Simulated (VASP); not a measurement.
Input of a VASP 6.6.1 run:

INCAR

```
SYSTEM = I
PREC = Accurate
ENCUT = 600
EDIFF = 1E-7
ISMEAR = 0
SIGMA = 0.03
LREAL = .FALSE.
LASPH = .TRUE.
NELM = 80
ALGO = Normal
ISIF = 3
LWAVE = .FALSE.
LCHARG = .FALSE.
IBRION = 2
NSW = 90
EDIFFG = -0.005
PSTRESS = 170.0
KPAR = 2
```

Contents of KPOINTS:

```
regular mesh
0
G
  8 8 4
  0 0 0
```

The input POSCAR:

```
I                                       
1.0
    2.8601552301     -2.1225547813      0.0000000000
    2.8601552301      2.1225547813      0.0000000000
    0.0000000000      0.0000000000      8.3738386102
  I             
     4
Direct
     0.4994730040806634    0.5005269959193366    0.2631067964289745
     0.5005269959193366    0.4994730040806634    0.7631067964289751
     0.0001453817496312    0.9998546182503689    0.5130832035710247
     0.9998546182503689    0.0001453817496312    0.0130832035710251
```

Potentials or basis: VASP PAW LDA potentials, release 64 (I).

Command:

```console
$ cat potpaw_LDA.64/I/POTCAR > POTCAR
$ mpirun -np 2 vasp_std > vasp.out
```

Q: Predict the band gap on the k mesh.

A: None (metal or under the smearing width).

Final structure:
```
CELL_PARAMETERS angstrom
2.86016 -2.12255 0.00000
2.86016 2.12255 0.00000
0.00000 0.00000 8.37384
ATOMIC_POSITIONS crystal
I 0.49947 0.50053 0.26311
I 0.50053 0.49947 0.76311
I 0.00015 0.99985 0.51308
I 0.99985 0.00015 0.01308
```

Caveat: the relaxation stopped at its first step, so nothing moved. The run has no spin-orbit coupling, so splittings on I are missing.
